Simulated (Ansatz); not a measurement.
# C₂H₃O₂−: up Jacob's ladder to CCSD(T)

An exercise on one series of results from a longer session: the logs are not shown, and one member is left open.

The runs use Ansatz 0.2.0, Gaussian basis; functionals in def2-TZVPPD, the program's frozen cores in correlated methods.

Levels to be run: LDA (SPW92), PBE-D4, revPBE-D4, BLYP-D4, r2SCAN-D4, B97M-V, PBE0-D4, B3LYP-D4, r2SCANh-D4, r2SCAN0-D4, HSE06-D4, BHLYP-D4, CAM-B3LYP-D4, LC-ωPBE, ωB97X-V, ωB97M-V, B2PLYP, PBE-QIDH; CCSD(T)/def2-SVPD; CCSD(T)/def2-TZVPPD; CCSD(T)/def2-QZVPPD; extrapolation to the limit; RPA on PBE.

## Structure used throughout

An earlier PBE0-D4 in a triple-zeta def2 set relaxation fixed the geometry.

SMILES `CC(=O)[O-]`, 7 atoms, charge -1, spin multiplicity 1.

Atoms are counted from 1 here; the program's logs count them from 0.

Bond lengths: C1–C2 1.551 Å, C1–H5 1.093 Å, C1–H6 1.093 Å, C1–H7 1.096 Å, C2–O3 1.249 Å, C2–O4 1.249 Å. Angles: C2–C1–H5 111.3°, C2–C1–H6 110.9°, C2–C1–H7 108.4°, H5–C1–H6 110.5°, H5–C1–H7 108.0°, H6–C1–H7 107.6°, C1–C2–O3 115.4°, C1–C2–O4 115.7°, O3–C2–O4 128.8°.

Geometry (Å):

```xyz
7
C2H3O2
C    -0.3309    0.5437   -0.1625
C     0.4778   -0.7267    0.2070
O     0.8545   -0.7955    1.3964
O     0.6421   -1.5528   -0.7157
H    -0.2763    0.7514   -1.2343
H     0.0148    1.4073    0.4121
H    -1.3820    0.3726    0.0970
```

Set-up of the first run:

in.yaml reads:

```yaml
crystal:
  periodic: [false, false, false]
  atoms:
    - {symbol: C, position_ang: [-0.330922, 0.543707, -0.162517]}
    - {symbol: C, position_ang: [0.477776, -0.726735, 0.207016]}
    - {symbol: O, position_ang: [0.854513, -0.795457, 1.396377]}
    - {symbol: O, position_ang: [0.642119, -1.552776, -0.715750]}
    - {symbol: H, position_ang: [-0.276312, 0.751403, -1.234251]}
    - {symbol: H, position_ang: [0.014847, 1.407288, 0.412100]}
    - {symbol: H, position_ang: [-1.382011, 0.372570, 0.097026]}
basis:
  gaussian: {orbitals: "def2-TZVPPD.json"}
total_charge: -1
hamiltonian: {xc: lda}
output: {orbitals: {seedname: orbitals}}
```

Started as:

```sh
$ ansatz run in.yaml --threads 2 --pin off --events-out ev --progress --plain --max-ram 32768MiB --backend cpu
```

Steps of the session up to this table: LDA; PBE-D4 (GGA); revPBE-D4 (GGA); BLYP-D4 (GGA); r2SCAN-D4 (meta-GGA); B97M-V (meta-GGA); PBE0-D4 (hybrid); B3LYP-D4 (hybrid); r2SCANh-D4 (hybrid); r2SCAN0-D4 (hybrid); HSE06-D4 (hybrid); BHLYP-D4 (hybrid); CAM-B3LYP-D4 (range-separated); LC-ωPBE (range-separated); ωB97X-V (range-separated); ωB97M-V (range-separated); B2PLYP (double hybrid); PBE-QIDH (double hybrid).

One table of the session follows, with a row left open; its other results are not shown here.

It belongs to the step «Orbital energies across the functionals». Levels, from each run's orbital file:

```
  functional  HOMO (eV)  LUMO (eV)  gap (eV)
 LDA (SPW92)       0.21       3.62      3.42
      PBE-D4       0.41       3.62      3.22
   revPBE-D4       0.48       3.59      3.11
     BLYP-D4       0.47       3.61      3.15
   r2SCAN-D4       0.16       4.30      4.14
      B97M-V       0.00       3.69      3.69
     PBE0-D4      -1.19       4.15      5.34
    B3LYP-D4      -0.96       3.90      4.86
  r2SCANh-D4      -0.46       4.42      4.88
  r2SCAN0-D4      -1.41       4.59      6.00
    HSE06-D4      -0.78       3.85      4.63
    BHLYP-D4      -2.82       4.47      7.29
CAM-B3LYP-D4      -2.70       4.61      7.32
     LC-ωPBE          ?          ?         ?
     ωB97X-V      -3.68       5.39      9.07
     ωB97M-V      -3.67       4.77      8.44
```

Q: Estimate the row for LC-ωPBE from the others.

**Answer.** HOMO (eV): -3.99; LUMO (eV): 5.41; gap (eV): 9.40. In the column «HOMO (eV)» it is the lowest.
